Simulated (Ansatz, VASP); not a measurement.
## One calculation of Bi, two programs

```
Bi
1.0
    -1.98143    1.98143    1.98143
     1.98143   -1.98143    1.98143
     1.98143    1.98143   -1.98143
Bi
1
Direct
  0.00000 0.00000 0.00000
```

This isn't the form of Bi at room conditions, which is rhombohedral.

Alike in both runs: task single point; functional PBE; k mesh 9 × 9 × 9; occupations gaussian, width 0.012 eV; no spin polarisation.

|  | VASP | Ansatz |
| --- | --- | --- |
| version | VASP 6.6.1 | Ansatz 0.2.0 |
| potentials or method | VASP PAW PBE potentials, release 64 (Bi_d), cutoff 520 eV | all-electron LAPW, scalar-relativistic |

|  | VASP | Ansatz | Ansatz less VASP |
| --- | --- | --- | --- |
| gap on the k mesh at the Fermi level (eV) | none | none | - |
| pressure (GPa) | 0.8 | 0.9 | +0.07 |

A gap of «none» marks a metal or a gap that the smearing closes. Ansatz ran all-electron here, so the differences hold the error of VASP's frozen core and of both bases.

Caveats: spin-orbit coupling is left out, which moves the levels of the heavy elements.
